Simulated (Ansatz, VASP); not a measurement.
# GaSb3: VASP beside Ansatz

Contents of INCAR:

```
  PREC = Accurate
  ENCUT = 520
  EDIFF = 1E-6
  ISMEAR = -1
  SIGMA = 0.05
  LREAL = F
  LASPH = T
  NELM = 80
  ALGO = Normal
  ISIF = 2
  LWAVE = F
  LCHARG = F
  GGA = CA
  NBANDS = 22
```

The input KPOINTS:

```
Automatic mesh
0
Gamma
  6 6 6
```

Contents of POSCAR:

```
GaSb3
1.0
    0.0000000000      3.7305950000      3.7305950000
    3.7305950000      0.0000000000      3.7305950000
    3.7305950000      3.7305950000      0.0000000000
Sb Ga
3 1
Direct
    0.5000000000      0.5000000000      0.5000000000
    0.7500000000      0.7500000000      0.7500000000
    0.2500000000      0.2500000000      0.2500000000
    0.0000000000      0.0000000000      0.0000000000
```

input.yaml

```yaml
crystal:
  lattice:
    - [0.0, 3.730595, 3.730595]
    - [3.730595, 0.0, 3.730595]
    - [3.730595, 3.730595, 0.0]
  atoms:
    - { symbol: Sb, position: [0.5, 0.5, 0.5] }
    - { symbol: Sb, position: [0.75, 0.75, 0.75] }
    - { symbol: Sb, position: [0.25, 0.25, 0.25] }
    - { symbol: Ga, position: [0.0, 0.0, 0.0] }
kpoints:
  mp_grid: { grid: [6, 6, 6] }
  band_path:
    path:
      - [0.0, 0.0, 0.0]
      - [0.5, 0.0, 0.5]
      - [0.5, 0.25, 0.75]
      - [0.375, 0.375, 0.75]
      - [0.0, 0.0, 0.0]
      - [0.5, 0.5, 0.5]
      - [0.625, 0.25, 0.625]
      - [0.5, 0.25, 0.75]
    npoints: 12
scf:
  occupations: { method: fermi_dirac, width: 0.05 }
hamiltonian:
  xc: lda
  pseudopotentials: { kind: all_electron, lapw: { basis_error: 0.002 } }
output:
  forces: true
  stress: true
  eigenvalues: true
```

Alike in both runs: functional LDA; k mesh 6 × 6 × 6; occupations fermi-dirac, width 0.05 eV; no spin polarisation.

|  | VASP | Ansatz |
| --- | --- | --- |
| version | VASP 6.6.1 | Ansatz 0.2.0 |
| potentials or method | VASP PAW LDA potentials, release 64 (Sb, Ga_d) | all-electron LAPW, scalar-relativistic |
| plane-wave cutoff (eV) | 520 | see its input |
| task | single point | band structure |

|  | VASP | Ansatz | Ansatz less VASP |
| --- | --- | --- | --- |
| gap on the k mesh at the Fermi level (eV) | none | none | - |
| pressure (GPa) | -4.5 | -4.5 | +0.01 |

A gap of «none» marks a metal or a gap that the smearing closes. Ansatz ran all-electron here, so the differences hold the error of VASP's frozen core and of both bases.

Caveats: spin-orbit coupling is left out, which moves the levels of the heavy elements (Ansatz). Spin-orbit coupling is left out, which matters for the levels of Sb.
